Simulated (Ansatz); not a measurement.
Crystal: FeO.

```
Fe O
1.0
    -1.60210    1.60210    2.08339
     1.60210   -1.60210    2.08339
     1.60210    1.60210   -2.08339
Fe O
1 1
Direct
  0.00000 0.00000 0.00000
  0.50000 0.50000 0.00000
```

The cell comes from a database or a generator and needn't be the stable form of this composition.

| Property | Result |
| --- | --- |
| Program | Ansatz 0.2.0 |
| Task | single point |
| Functional | PBE |
| Potentials or basis | all-electron LAPW, scalar-relativistic |
| Cutoff | 376 eV (chosen from the basis error) |
| Basis error allowed | 0.001 eV/atom |
| k mesh | 12 × 12 × 12 |
| Occupations | fermi-dirac, width 0.05 eV |
| Spin | collinear spin, ferromagnetic start |
| Starting moments | [3.0, 0.0] μB |

On this cell: pressure -8.8 GPa; largest force under 0.003 eV/Å; net moment 4.00 μB per cell; site moments Fe +3.60; O +0.31 μB; band gap on the k mesh none (metal or under the smearing width).

The same run follows on a disturbed copy (atoms moved at random, drawn with an rms of 0.05 Å):

```
Fe O
1.0
    -1.60210    1.60210    2.08339
     1.60210   -1.60210    2.08339
     1.60210    1.60210   -2.08339
Fe O
1 1
Direct
  0.00011 0.00377 0.99607
  0.50393 0.50376 0.01474
```

Question: What changes?

Answer: The energy (extrapolated to zero smearing) moves by +1.5 meV/atom; pressure -8.6 GPa; largest force 0.169 eV/Å; net moment 4.00 μB per cell; site moments Fe +3.59; O +0.31 μB; band gap on the k mesh none (metal or under the smearing width).

Forces on the atoms (eV/Å):
```
Fe   0.008  0.012 -0.169
O   -0.008 -0.012  0.169
```

Stress tensor (GPa, compression positive):
```
-10.17   0.12   0.04
  0.12 -10.19   0.06
  0.04   0.06  -5.37
```

Caveats: a cell with one magnetic atom can't hold antiferromagnetic order, which such compounds often take; semilocal functionals often make such compounds metallic where correlation or magnetic order opens a gap, which also shifts bond lengths.
